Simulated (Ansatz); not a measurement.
Zincblende BP: a field-response calculation (clamped ions) in the plane-wave code Ansatz (r2SCAN). The cell was relaxed with r2SCAN and then strained (uniaxial -4.0 % along z, other directions held), with the atoms relaxed again with r2SCAN; k points keep the names of the unstrained zone.

input.yaml:
```yaml
crystal:
  lattice:
    - [0.0, 2.2683156689, 2.1775830422]
    - [2.2683156689, 0.0, 2.1775830422]
    - [2.2683156689, 2.2683156689, 0.0]
  atoms:
    - { symbol: B, position: [0.0, 0.0, 0.0] }
    - { symbol: P, position: [0.25, 0.25, 0.25] }
kpoints:
  mp_grid: { grid: [8, 8, 8] }
hamiltonian:
  xc: r2scan
scf:
  occupations: { method: fixed }
dielectric: {}
```

Command: `ansatz run input.yaml --threads 2 --pin off --max-ram 29491MiB --backend cpu --events-out ev --progress --plain --runs-dir out`.

Task: It ran on 2 threads of AMD EPYC 7R13 Processor (Zen 3) (shared host), load about 0.7 per core. About how long did it take, and what peak of host memory did it reach?

Result: About 27 s, with a peak of 0.75 GiB.

Main lines of the log:
```
Functional definition: r2SCAN
Crystal: 2 atoms, lattice volume = 22.408 Å³
Basis set: ecut = 500 eV, 567 PW (Γ)
Bands: 8, of which v1, the nominal top of the filled ones, is band 4 counted from 1 (3 counted from 0)
Symmetry: 8 space group operations
k-points: 260 of 512 (irreducible under 1 space group operation, time reversal used)
SCF iter   1: HF=-916.603226 eV  Δρ=4.36e-3  dr2=2.06e-3
preconditioner: auto → none  [insulator: Δε(μ)=0.700 eV  ℏωp=22.2 eV]
SCF iter   2: HF=-916.641851 eV  Δρ=3.01e-3  dr2=9.38e-4
SCF iter   3: HF=-916.641991 eV  Δρ=1.21e-3  dr2=2.75e-4
SCF iter   4: HF=-916.641956 eV  Δρ=3.30e-4  dr2=1.27e-5
SCF iter   5: HF=-916.641958 eV  Δρ=3.00e-5  dr2=6.25e-8
SCF iter   6: HF=-916.641958 eV  Δρ=1.09e-5  dr2=1.24e-8
SCF iter   7: HF=-916.641958 eV  Δρ=2.72e-6  dr2=7.83e-10
SCF iter   8: HF=-916.641958 eV  Δρ=3.99e-7  dr2=1.75e-11
SCF 1 converged in 8 iterations: F = -916.641958 eV  dr2 = 1.75e-11
SCF 1 converged in 3 iterations: F = -916.643058 eV  dr2 = 1.12e-8
Free energy (F): -916.641958 eV
Fermi energy:    10.096852 eV
--- Band table (eV; the first three rows and the last of 260) ---
  k-point 0: bands = [-6.8487, 9.6830, 9.6830, 10.0969, 13.3286, 13.5802, 13.5802, 18.4519]
  k-point 1: bands = [-6.5429, 7.8070, 9.1873, 9.5230, 13.9061, 14.2060, 14.3331, 19.2080]
  k-point 2: bands = [-5.6443, 4.5795, 8.3803, 8.8114, 14.1945, 14.8859, 15.1685, 20.5812]
  k-point 259: bands = [-3.1848, -0.0076, 7.6181, 8.1745, 13.9483, 14.6089, 15.2993, 20.9002]
--- Dielectric response (ions clamped): 3 representative field directions + reference, inside a basis on a mesh of 512 k-points ---
  ε∞ (high-frequency dielectric tensor):
        8.952256     0.000000     0.000000
        0.000000     8.952256     0.000000
        0.000000     0.000000     8.374880
  Born effective charges Z* (e; rows j = field, columns β = displacement):
    site 0:
        -0.58421    0.00000    0.00000
         0.00000   -0.58421    0.00000
         0.00000    0.00000   -0.62304
    site 1:
         0.58421    0.00000    0.00000
         0.00000    0.58421    0.00000
         0.00000    0.00000    0.62304
  ε∞ is read to err by 2.6e-2, Z* by 5.8e-3 e
```

The rows of the band table are 0: (0, 0, 0) = Γ, 1: (0, 0, 1/8), 2: (0, 0, 1/4), 259: (-1/2, -1/2, -1/2) = L.

The clamped-ion dielectric constant comes out as 8.95 along x and y, 8.37 along z. Born charges, averaged over directions: B -0.60, P +0.60 e.

The values are computed, spin-unpolarised, and not measurements.
